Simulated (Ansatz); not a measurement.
Run this with the Python package of Ansatz (0.2.0) and show what comes out.

Script `fermi_cuo.py`:
```python
import logging
import sys
import warnings

import ansatz as az
from ase import Atoms

logging.basicConfig(stream=sys.stdout, format='%(name)s: %(message)s')
logger = logging.getLogger('cuo')
logger.setLevel(logging.INFO)

warnings.simplefilter('ignore', az.DeckWarning)

atoms = Atoms(
    ['Cu', 'Cu', 'O', 'O'],
    scaled_positions=[
        [0.0, 0.5, 0.0],
        [0.5, 0.0, 0.5],
        [0.5816, 0.4184, 0.25],
        [0.4184, 0.5816, 0.75],
    ],
    cell=[
        [2.34185, -1.7113, 0.0],
        [2.34185, 1.7113, 0.0],
        [-0.85003, 0.0, 5.05787],
    ],
    pbc=True,
)
structure = az.Crystal.from_ase(atoms)

base = structure.calculation()
base = base.functional(az.Functional.PBESOL)
base = base.scf(max_iterations=150, lower_state_search='standard', algorithm='density_mixing').occupations('Marzari-Vanderbilt', width=0.01)
base = base.kpoints(spacing=0.52).eigenstates(nscf_kmesh=(12, 12, 6), level_slopes=True)
surface = base.run(threads=1, pin='off').fermi_surface().to_plain()
for way, reading in surface.items():
    if reading:
        rho_lambda = [f'{v:.3e}' for v in reading['resistivity_times_mean_free_path_ohm_m2']]
        logger.info(f'{way:24s} area {reading["spin_summed_area_per_ang2"]:8.3f} 1/A^2  rho*lambda (ohm m^2) {rho_lambda}')
```

```console
$ python fermi_cuo.py
cuo: by_tetrahedra            area   22.753 1/A^2  rho*lambda (ohm m^2) ['1.378e-15', '1.944e-15', '1.122e-15']
cuo: by_slopes                area   26.014 1/A^2  rho*lambda (ohm m^2) ['1.338e-15', '2.726e-15', '1.272e-15']
cuo: on_every_second_point    area   10.493 1/A^2  rho*lambda (ohm m^2) ['3.607e-15', '3.865e-15', '2.043e-15']
```

What to keep in mind:
- These settings explore the input space; cutoff and mesh may be short of convergence.
- The run is spin-unpolarised.
- For a metal this k-point mesh is coarse: on a finer one energies can move by several to tens of meV an atom and pressures by half a GPa or more, differences at one mesh by less.
- Without a Hubbard U or exact exchange, semilocal functionals often make such 3d compounds metallic or too weakly gapped.
- The structure is a deposited one; some such entries were measured under pressure or heat, so a shift against it needn't be the functional's error alone.
- The three readings differ by the mesh error.
- Run time: 10 s on 1 thread of Arm Neoverse V2, on a shared host, peak memory 0.44 GiB.

(Lines on the test bed's own set-up are left out of the output.)
